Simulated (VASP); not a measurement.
# SiO2 (P4_2/mnm) in VASP: notebook

Aim: see how the results for SiO2 move with the level of theory and the settings. Levels: LDA, r2SCAN. Tasks: band structure.

All numbers are computed with VASP 6.6.1; they aren't measurements. Logs are shortened: lines on timing, memory, paths and dates and some standing lists are left out, and cuts for length are marked.

## 1. Starting point

Symmetry: P4_2/mnm, No. 136, tetragonal system. Conventional cell: a = 4.233 Å, b = 4.233 Å, c = 2.693 Å, α = 90.00°, β = 90.00°, γ = 90.00°. Si (site symmetry mmm) has 6 O at 1.78 to 1.84 Å as nearest neighbours. Around O (site symmetry m2m) lie 3 Si at 1.78 to 1.84 Å.

The cell comes from a database or a generator and needn't be the stable form of this composition.

## 2. Band structure, LDA

POSCAR

```
SiO2
1.0
    4.2331690000      0.0000000000      0.0000000000
    0.0000000000      4.2331690000      0.0000000000
    0.0000000000      0.0000000000      2.6934950000
Si O
2 4
Direct
    0.0000000000      0.0000000000      0.0000000000
    0.5000000000      0.5000000000      0.5000000000
    0.8068390000      0.1931610000      0.5000000000
    0.3068390000      0.3068390000      0.0000000000
    0.1931610000      0.8068390000      0.5000000000
    0.6931610000      0.6931610000      0.0000000000
```

INCAR.step1

```
ALGO = Fast
EDIFF = 1E-6
ENCUT = 520
ISIF = 2
ISMEAR = 0
KPAR = 2
LASPH = T
LCHARG = T
LREAL = F
LWAVE = F
NELM = 80
PREC = Accurate
SIGMA = 0.02
```

KPOINTS.step1

```
k-points
0
Gamma
  6 6 10
```

INCAR.step2

```
ALGO = Fast
EDIFF = 1E-6
ENCUT = 520
ICHARG = 11
ISIF = 2
ISMEAR = 0
KPAR = 2
LASPH = T
LCHARG = F
LREAL = F
LWAVE = F
NELM = 80
PREC = Accurate
SIGMA = 0.05
```

KPOINTS.step2

```
path GXMGZRAZ,XR,MA
20
line-mode
reciprocal
 0.0000000000  0.0000000000  0.0000000000  G
 0.0000000000  0.5000000000  0.0000000000  X

 0.0000000000  0.5000000000  0.0000000000  X
 0.5000000000  0.5000000000  0.0000000000  M

 0.5000000000  0.5000000000  0.0000000000  M
 0.0000000000  0.0000000000  0.0000000000  G

 0.0000000000  0.0000000000  0.0000000000  G
 0.0000000000  0.0000000000  0.5000000000  Z

 0.0000000000  0.0000000000  0.5000000000  Z
 0.0000000000  0.5000000000  0.5000000000  R

 0.0000000000  0.5000000000  0.5000000000  R
 0.5000000000  0.5000000000  0.5000000000  A

 0.5000000000  0.5000000000  0.5000000000  A
 0.0000000000  0.0000000000  0.5000000000  Z

 0.0000000000  0.5000000000  0.0000000000  X
 0.0000000000  0.5000000000  0.5000000000  R

 0.5000000000  0.5000000000  0.0000000000  M
 0.5000000000  0.5000000000  0.5000000000  A
```

Potentials or basis: VASP PAW LDA potentials, release 64 (Si, O).

Run with:

```
$ cat potpaw_LDA.64/Si/POTCAR potpaw_LDA.64/O/POTCAR > POTCAR
$ cp INCAR.step1 INCAR
$ cp KPOINTS.step1 KPOINTS
$ mpirun -np 2 vasp_std > vasp.out
$ cp INCAR.step2 INCAR
$ cp KPOINTS.step2 KPOINTS
$ mpirun -np 2 vasp_std > vasp.out
```

OUTCAR:

```text
EDIFF = 1E-6
   ENCUT = 520
   ICHARG = 11
   ISIF = 2
   ISMEAR = 0
   LASPH = T
   LREAL = F
   NELM = 80
   PREC = Accurate

 ion  position               nearest neighbor table
   1  0.000  0.000  0.000-   3 1.78   5 1.78   3 1.78   5 1.78   4 1.84   6 1.84
   2  0.500  0.500  0.500-   4 1.78   6 1.78   4 1.78   6 1.78   5 1.84   3 1.84
   3  0.807  0.193  0.500-   1 1.78   1 1.78   2 1.84
   4  0.307  0.307  0.000-   2 1.78   2 1.78   1 1.84
   5  0.193  0.807  0.500-   1 1.78   1 1.78   2 1.84
   6  0.693  0.693  0.000-   2 1.78   2 1.78   1 1.84

  LATTYP: Found a simple tetragonal cell.
 ALAT       =     4.2331690000
 C/A-ratio  =     0.6362833612

  Lattice vectors:

 A1 = (   4.2331690000,   0.0000000000,   0.0000000000)
 A2 = (   0.0000000000,   4.2331690000,   0.0000000000)
 A3 = (   0.0000000000,   0.0000000000,   2.6934950000)

Analysis of symmetry for initial positions (statically):
=====================================================================
 Subroutine PRICEL returns:
 Original cell was already a primitive cell.

 Routine SETGRP: Setting up the symmetry group for a
 simple tetragonal supercell.

 Subroutine GETGRP returns: Found 16 space group operations
 (whereof  8 operations were pure point group operations)
 out of a pool of 16 trial point group operations.

The static configuration has the point symmetry D_2h.
 The point group associated with its full space group is D_4h.

Analysis of symmetry for dynamics (positions and initial velocities):
=====================================================================
 Subroutine PRICEL returns:
 Original cell was already a primitive cell.

 Routine SETGRP: Setting up the symmetry group for a
 simple tetragonal supercell.

 Subroutine GETGRP returns: Found 16 space group operations
 (whereof  8 operations were pure point group operations)
 out of a pool of 16 trial point group operations.

The dynamic configuration has the point symmetry D_2h.
 The point group associated with its full space group is D_4h.

 Subroutine INISYM returns: Found 16 space group operations
 (whereof  8 operations are pure point group operations),
 and found     1 'primitive' translations

----------------------------------------------------------------------------------------

                                     Primitive cell

  volume of cell :      48.2667

  direct lattice vectors                    reciprocal lattice vectors
     4.233169000  0.000000000  0.000000000     0.236229643  0.000000000  0.000000000
     0.000000000  4.233169000  0.000000000     0.000000000  0.236229643  0.000000000
     0.000000000  0.000000000  2.693495000     0.000000000  0.000000000  0.371264844

  length of vectors
     4.233169000  4.233169000  2.693495000     0.236229643  0.236229643  0.371264844

  position of ions in fractional coordinates (direct lattice)
     0.000000000  0.000000000  0.000000000
     0.500000000  0.500000000  0.500000000
     0.806839000  0.193161000  0.500000000
     0.306839000  0.306839000  0.000000000
     0.193161000  0.806839000  0.500000000
     0.693161000  0.693161000  0.000000000

  ion indices of the primitive-cell ions
   primitive index   ion index
                 1           1
                 2           2
                 3           3
                 4           4
                 5           5
                 6           6

----------------------------------------------------------------------------------------

 KPOINTS: path GXMGZRAZ,XR,MA

Interpolating k-points between supplied coordinates.

 Line segments in fractional coordinates (reciprocal lattice):
    0.000000  0.000000  0.000000  ...  0.000000  0.500000  0.000000
    0.000000  0.500000  0.000000  ...  0.500000  0.500000  0.000000
    0.500000  0.500000  0.000000  ...  0.000000  0.000000  0.000000
    0.000000  0.000000  0.000000  ...  0.000000  0.000000  0.500000
    0.000000  0.000000  0.500000  ...  0.000000  0.500000  0.500000
    0.000000  0.500000  0.500000  ...  0.500000  0.500000  0.500000
    0.500000  0.500000  0.500000  ...  0.000000  0.000000  0.500000
    0.000000  0.500000  0.000000  ...  0.000000  0.500000  0.500000
    0.500000  0.500000  0.000000  ...  0.500000  0.500000  0.500000

 Generated    20 points on each line segment, for a total of    180 k-points:

 Following reciprocal coordinates:
            Coordinates               Weight
  0.000000  0.000000  0.000000      0.005556
  0.000000  0.026316  0.000000      0.005556
  0.000000  0.052632  0.000000      0.005556
  0.000000  0.078947  0.000000      0.005556
  0.000000  0.105263  0.000000      0.005556
  0.000000  0.131579  0.000000      0.005556
[... 16 lines left out ...]
  0.052632  0.500000  0.000000      0.005556
  0.078947  0.500000  0.000000      0.005556
 [... further k-points ...]
   k-points           NKPTS =    180   k-points in BZ     NKDIM =    180   number of bands    NBANDS=     20
   number of dos      NEDOS =    301   number of ions     NIONS =      6
   total plane-waves  NPLWV =  20480
   dimension x,y,z NGX =    32 NGY =   32 NGZ =   20
   dimension x,y,z NGXF=    64 NGYF=   64 NGZF=   40
   ions per type =               2   4
   NGX,Y,Z   is equivalent  to a cutoff of  12.57, 12.57, 12.34 a.u.
   NGXF,Y,Z  is equivalent  to a cutoff of  25.13, 25.13, 24.69 a.u.
 SYSTEM =  unknown system
   PREC   = accura    normal or accurate (medium, high low for compatibility)
   ISTART =      0    job   : 0-new  1-cont  2-samecut
   ICHARG =     11    charge: 1-file 2-atom 10-const
   ISPIN  =      1    spin polarized calculation?
   LNONCOLLINEAR =      F non collinear calculations
   LSORBIT =      F    spin-orbit coupling
   LASPH  =      T    aspherical Exc in radial PAW
   ENCUT  =  520.0 eV  38.22 Ry    6.18 a.u.   7.87  7.87  5.01*2*pi/ulx,y,z
   NELM   =     80;   NELMIN=  2; NELMDL=  0     # of ELM steps
   EDIFF  = 0.1E-05   stopping-criterion for ELM
   LREAL  =      F    real-space projection
   EDIFFG = 0.1E-04   stopping-criterion for IOM
   NSW    =      0    number of steps for IOM
   IBRION =     -1    ionic relax: 0-MD 1-quasi-New 2-CG
   NFREE  =      0    steps in history (QN), initial steepest desc. (CG)
   ISIF   =      2    stress and relaxation
   ISYM   =      2    0-nonsym 1-usesym 2-fastsym
   POTIM  = 0.5000    time-step for ionic-motion
   TEBEG  =    0.0;   TEEND  =   0.0 temperature during run
   PSTRESS=    0.0 pullay stress
   NELECT =      32.0000    total number of electrons
   NUPDOWN=      -1.0000    fix difference up-down
   EMIN   =  10.00;   EMAX   =-10.00  energy-range for DOS
   EFERMI =   0.00;   METHOD = LEGACY
   ISMEAR =     0;   SIGMA  =   0.05  broadening in eV -4-tet -1-fermi 0-gaus
   EFERMI_NEDOS =   21; number of points for ismear=-14 and -15
   IALGO  =     68    algorithm
   IMIX   =      4    mixing-type and parameters
     AMIX     =   0.40;   BMIX     =  1.00
     AMIX_MAG =   1.60;   BMIX_MAG =  1.00
  volume/ion in A,a.u.               =       8.04        54.29
  Fermi-wavevector in a.u.,A,eV,Ry     =   1.427499  2.697581 27.725303  2.037752
  Thomas-Fermi vector in A             =   2.547662
   LORBIT       =      0    0 simple, 1 ext, 2 COOP (PROOUT), +10 PAW based schemes
   GGA     = CA    functional components
   LHFCALC =     F    Hartree Fock is set to
   AEXX    =    0.0000 exact exchange contribution
   IVDW    =     0    specifies the selected vdW correction
   LEPSILON=     F    determine dielectric tensor
   LRPA    =     F    only Hartree local field effects (RPA)
 non-spin polarized calculation
 RMM-DIIS sequential band-by-band and
 Gauss-broadening in eV      SIGMA  =   0.05
  energy-cutoff  :      520.00
  volume of cell :       48.27
 maximum number of plane-waves:      1336
 NGX is ok and might be reduce to    32

 number of electron      31.9999991 magnetization

 Free energy of the ion-electron system (eV)
  ---------------------------------------------------
  ext. energy  EPLUGINS =         0.00000000
  ---------------------------------------------------
  free energy    TOTEN  =       -51.31880597 eV

  energy without entropy =      -51.31880597  energy(sigma->0) =      -51.31880597

 E-fermi :   7.9052     XC(G=0): -12.5477

 val. band max:        7.5893098901   @ k =   0.0000   0.0000   0.0000
 cond. band min:      12.6032695972   @ k =   0.0000   0.0000   0.0000
 fundamental gap:      5.0139597072
 Fermi energy:         7.9052332159

 k-point     1 :       0.0000    0.0000    0.0000
  band No.  band energies     occupation
      1     -14.4570      2.00000
      2     -10.8802      2.00000
      3     -10.8802      2.00000
      4     -10.7178      2.00000
      5      -3.0602      2.00000
      6       1.2732      2.00000
[... 12 lines left out ...]
     19      15.6657      0.00000
     20      15.6661      0.00000

 k-point     2 :       0.0000    0.0263    0.0000
  band No.  band energies     occupation
      1     -14.4535      2.00000
      2     -10.9313      2.00000
      3     -10.8784      2.00000
      4     -10.6742      2.00000
      5      -3.0555      2.00000
      6       1.2454      2.00000
[... 12 lines left out ...]
     19      15.6655      0.00000
     20      15.6676      0.00000

 k-point     3 :       0.0000    0.0526    0.0000
  band No.  band energies     occupation
      1     -14.4428      2.00000
      2     -11.0287      2.00000
      3     -10.8730      2.00000
      4     -10.5996      2.00000
      5      -3.0412      2.00000
      6       1.1678      2.00000
[... 12 lines left out ...]
     19      15.6657      0.00000
     20      15.6735      0.00000

 k-point     4 :       0.0000    0.0789    0.0000
  band No.  band energies     occupation
      1     -14.4252      2.00000
      2     -11.1403      2.00000
      3     -10.8640      2.00000
      4     -10.5258      2.00000
      5      -3.0176      2.00000
      6       1.0530      2.00000
[... 429 lines left out ...]
 k-point    23 :       0.0526    0.5000    0.0000
  band No.  band energies     occupation
      1     -13.2407      2.00000
      2     -13.2407      2.00000
      3     -10.4040      2.00000
      4     -10.4040      2.00000
      5      -1.5395      2.00000
      6      -1.5395      2.00000
[... 12 lines left out ...]
     19      16.2469      0.00000
     20      16.2471      0.00000

 k-point    24 :       0.0789    0.5000    0.0000
  band No.  band energies     occupation
      1     -13.2284      2.00000
      2     -13.2284      2.00000
      3     -10.4289      2.00000
      4     -10.4289      2.00000
      5      -1.5017      2.00000
      6      -1.5017      2.00000
[... 12 lines left out ...]
     19      16.2766      0.00000
     20      16.2774      0.00000

 [... further k-points ...]

------------------------ aborting loop because EDIFF is reached ----------------------------------------

  FORCE on cell =-STRESS in cart. coord.  units (eV):
  Direction    XX          YY          ZZ          XY          YZ          ZX
  --------------------------------------------------------------------------------------
  -------------------------------------------------------------------------------------
  Total       -3.3143321     -3.3143321     -0.4066476     -0.0000000      0.0000000      0.0000000
  in kB     -110.0168514   -110.0168514    -13.4983740     -0.0000000      0.0000000      0.0000000
  external PRESSURE =     -77.8440256 kB  Pullay stress =       0.0000000 kB

 VOLUME and BASIS-vectors are now :
 -----------------------------------------------------------------------------
  energy-cutoff  :      520.00
  volume of cell :       48.27
      direct lattice vectors                 reciprocal lattice vectors
     4.233169000  0.000000000  0.000000000     0.236229643  0.000000000  0.000000000
     0.000000000  4.233169000  0.000000000     0.000000000  0.236229643  0.000000000
     0.000000000  0.000000000  2.693495000     0.000000000  0.000000000  0.371264844

 POSITION                                       TOTAL-FORCE (eV/Angst)
 -----------------------------------------------------------------------------------
      0.00000      0.00000      0.00000         0.000000     -0.000000      0.000000
      2.11658      2.11658      1.34675         0.000000     -0.000000      0.000000
      3.41549      0.81768      1.34675         0.090147     -0.090147     -0.000000
      1.29890      1.29890      0.00000         0.090147      0.090147      0.000000
      0.81768      3.41549      1.34675        -0.090147      0.090147      0.000000
      2.93427      2.93427      0.00000        -0.090147     -0.090147     -0.000000
 -----------------------------------------------------------------------------------
    total drift:                                0.000000     -0.000000      0.000000

  FREE ENERGIE OF THE ION-ELECTRON SYSTEM (eV)
  ---------------------------------------------------
  free  energy   TOTEN  =       -51.3188059664 eV

  energy  without entropy=      -51.3188059664  energy(sigma->0) =      -51.31880597
```

Run time: 22 s. Hardware: 2 MPI ranks of Intel Xeon 6975P-C (Granite Rapids), shared host; peak memory 0.22 GiB.

Results:

| Item | Value |
| --- | --- |
| Band gap on the k mesh | 5.01 eV, direct |
| Band gap along the path | 5.01 eV, direct |

Levels at the corners of the path, in eV from the valence-band top:
```tsv
point	band 14	band 15	band 16	band 17	band 18	band 19
Γ	-0.87	-0.87	0.00	5.01	6.32	8.08
X	-2.66	-1.06	-1.06	7.16	7.16	8.63
X	-2.66	-1.06	-1.06	7.16	7.16	8.63
M	-2.59	-2.20	-2.20	6.85	6.85	9.54
M	-2.59	-2.20	-2.20	6.85	6.85	9.54
Γ	-0.87	-0.87	0.00	5.01	6.32	8.08
Γ	-0.87	-0.87	0.00	5.01	6.32	8.08
Z	-2.97	-2.61	-2.61	8.43	8.43	11.99
Z	-2.97	-2.61	-2.61	8.43	8.43	11.99
R	-2.25	-1.70	-1.70	8.23	8.23	9.27
R	-2.25	-1.70	-1.70	8.23	8.23	9.27
A	-1.76	-1.49	-1.49	6.65	6.65	10.42
A	-1.76	-1.49	-1.49	6.65	6.65	10.42
Z	-2.97	-2.61	-2.61	8.43	8.43	11.99
X	-2.66	-1.06	-1.06	7.16	7.16	8.63
R	-2.25	-1.70	-1.70	8.23	8.23	9.27
M	-2.59	-2.20	-2.20	6.85	6.85	9.54
A	-1.76	-1.49	-1.49	6.65	6.65	10.42
```

Caveat: the log is that of the step along the path at fixed density, whose energy, stress, charges and moments have no meaning.

## 3. Band structure, r2SCAN

INCAR

```
ALGO = Normal
EDIFF = 1E-6
ENCUT = 520
ISIF = 2
ISMEAR = 0
KPAR = 2
LASPH = T
LCHARG = F
LMIXTAU = T
LREAL = F
LWAVE = F
METAGGA = R2SCAN
NELM = 80
PREC = Accurate
SIGMA = 0.02
```

KPOINTS

```
k-points
0
Gamma
  6 6 10
```

POSCAR is that of step 2.

KPOINTS_OPT

```
path GXMGZRAZ,XR,MA
20
line-mode
reciprocal
 0.0000000000  0.0000000000  0.0000000000  G
 0.0000000000  0.5000000000  0.0000000000  X

 0.0000000000  0.5000000000  0.0000000000  X
 0.5000000000  0.5000000000  0.0000000000  M

 0.5000000000  0.5000000000  0.0000000000  M
 0.0000000000  0.0000000000  0.0000000000  G

 0.0000000000  0.0000000000  0.0000000000  G
 0.0000000000  0.0000000000  0.5000000000  Z

 0.0000000000  0.0000000000  0.5000000000  Z
 0.0000000000  0.5000000000  0.5000000000  R

 0.0000000000  0.5000000000  0.5000000000  R
 0.5000000000  0.5000000000  0.5000000000  A

 0.5000000000  0.5000000000  0.5000000000  A
 0.0000000000  0.0000000000  0.5000000000  Z

 0.0000000000  0.5000000000  0.0000000000  X
 0.0000000000  0.5000000000  0.5000000000  R

 0.5000000000  0.5000000000  0.0000000000  M
 0.5000000000  0.5000000000  0.5000000000  A
```

Potentials or basis: VASP PAW PBE potentials, release 64 (Si, O).

Run with:

```
$ cat potpaw_PBE.64/Si/POTCAR potpaw_PBE.64/O/POTCAR > POTCAR
$ mpirun -np 2 vasp_std > vasp.out
```

It took 64 s on 2 MPI ranks of Intel Xeon 6975P-C (Granite Rapids), shared host; peak memory 0.19 GiB.

The run converged. Its results:

* Free energy: -58.7466 eV
* Pressure: -9.3 GPa
* Largest force: 0.078 eV/Å
* Band gap on the k mesh: 5.96 eV, direct
* Band gap along the path: 5.96 eV, direct

Forces in eV/Å, atoms in the order of the input:
```
Si   0.000  0.000  0.000
Si   0.000  0.000  0.000
O    0.055 -0.055  0.000
O    0.055  0.055  0.000
O   -0.055  0.055  0.000
O   -0.055 -0.055  0.000
```

Stress tensor (GPa, compression positive):
```
-8.93  0.00  0.00
 0.00 -8.93  0.00
 0.00  0.00 -9.97
```

Levels at the corners of the path, in eV from the valence-band top:
```tsv
point	band 14	band 15	band 16	band 17	band 18	band 19
Γ	-0.85	-0.85	0.00	5.96	7.51	9.24
X	-2.65	-1.05	-1.05	8.27	8.27	9.83
X	-2.65	-1.05	-1.05	8.27	8.27	9.83
M	-2.57	-2.21	-2.21	7.99	7.99	10.75
M	-2.57	-2.21	-2.21	7.99	7.99	10.75
Γ	-0.85	-0.85	0.00	5.96	7.51	9.24
Γ	-0.85	-0.85	0.00	5.96	7.51	9.24
Z	-2.93	-2.60	-2.60	9.70	9.70	13.42
Z	-2.93	-2.60	-2.60	9.70	9.70	13.41
R	-2.23	-1.72	-1.72	9.47	9.47	10.50
R	-2.23	-1.72	-1.72	9.47	9.47	10.50
A	-1.75	-1.52	-1.52	7.80	7.80	11.70
A	-1.75	-1.52	-1.52	7.80	7.80	11.70
Z	-2.93	-2.60	-2.60	9.70	9.70	13.41
X	-2.65	-1.05	-1.05	8.27	8.27	9.83
R	-2.23	-1.72	-1.72	9.47	9.47	10.50
M	-2.57	-2.21	-2.21	7.99	7.99	10.75
A	-1.75	-1.52	-1.52	7.80	7.80	11.70
```

Caveat: the PAW data sets were made with another functional, which shifts forces and pressure a little. r2SCAN opens gaps a little over a GGA but as a rule still falls short of measured ones.
